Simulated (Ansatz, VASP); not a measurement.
# AlRu: VASP beside Ansatz

```
Ru Al
1.0
     0.00000    2.49196    2.49196
     2.49196    0.00000    2.49196
     2.49196    2.49196    0.00000
Ru Al
1 1
Direct
  0.00000 0.00000 0.00000
  0.50000 0.50000 0.50000
```

Alike in both runs: functional PBE; k mesh 13 × 13 × 13; occupations fermi-dirac, width 0.08 eV; no spin polarisation.

Ansatz relaxed the structure, and its values are those at the end. VASP's run is a single point on that final structure, the one shown.

|  | VASP | Ansatz |
| --- | --- | --- |
| version | VASP 6.6.1 | Ansatz 0.2.0 |
| potentials or method | VASP PAW PBE potentials, release 64 (Ru_pv, Al), cutoff 520 eV | all-electron LAPW, scalar-relativistic |

|  | VASP | Ansatz | Ansatz less VASP |
| --- | --- | --- | --- |
| pressure (GPa) | 0.0 | -0.1 | -0.08 |

Ansatz ran all-electron here, so the differences hold the error of VASP's frozen core and of both bases.
